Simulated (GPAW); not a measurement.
Input of a GPAW 26.7.0 run:

run.py

```python
from ase.dft.bandgap import bandgap
from ase.io import read, write
from ase.units import GPa
from gpaw import GPAW, PW

atoms = read('MgO.cif')

calc = GPAW(mode=PW(650),
            xc='PBE',
            kpts={'size': (8, 8, 8), 'gamma': True},
            occupations={'name': 'fermi-dirac', 'width': 0.05},
            setups={'Mg': '2'},
            nbands=-8,
            maxiter=120,
            txt='gpaw.txt')
atoms.calc = calc
energy = atoms.get_potential_energy()
forces = atoms.get_forces()
stress = atoms.get_stress()
calc.write('gs.gpw')
write('result.traj', atoms)
print(f'Energy: {energy:.6f} eV')
print('Forces (eV/A):')
print(forces.round(4))
print('Stress (GPa):', (stress / GPa).round(3))
print('Fermi level:', round(calc.get_fermi_level(), 4), 'eV')
print(f'Gap: {bandgap(calc)[0]:.4f} eV, direct: {bandgap(calc, direct=True)[0]:.4f} eV')
```

The input MgO.cif:

```cif
data_MgO
_cell_length_a 2.93802090
_cell_length_b 2.93802090
_cell_length_c 2.67968000
_cell_angle_alpha 90.00000000
_cell_angle_beta 90.00000000
_cell_angle_gamma 120.00000000
_space_group_name_H-M_alt 'P-6m2'
_space_group_name_Hall 'P -6 2'
_space_group_IT_number 187
loop_
_space_group_symop_operation_xyz
'x,y,z'
'-x+y,-x,-z'
'-y,x-y,z'
'x,y,-z'
'-x+y,-x,z'
'-y,x-y,-z'
'-y,-x,-z'
'x,x-y,z'
'-x+y,y,-z'
'-y,-x,z'
'x,x-y,-z'
'-x+y,y,z'
loop_
_atom_site_label
_atom_site_type_symbol
_atom_site_symmetry_multiplicity
_atom_site_Wyckoff_symbol
_atom_site_fract_x
_atom_site_fract_y
_atom_site_fract_z
_atom_site_occupancy
Mg1 Mg 1 a 0.0000000000 0.0000000000 0.0000000000 1
O1 O 1 d 0.3333333333 0.6666666667 0.5000000000 1
```

Potentials or basis: GPAW PAW data sets (gpaw-data 1.2.1), other valence, pw.

Command:

```bash
$ OMP_NUM_THREADS=1 python run.py
```

Estimate the band gap on the k mesh.

2.94 eV, indirect (least direct gap 3.38 eV).

Predict the pressure.

-1.3 GPa.

Stress tensor (GPa, compression positive):
```
-1.37  0.00  0.00
 0.00 -1.37  0.00
 0.00  0.00 -1.03
```

Caveat: the cutoff is short for stress and forces, so pressures can be off by a GPa or more. A k mesh can miss the band edges.
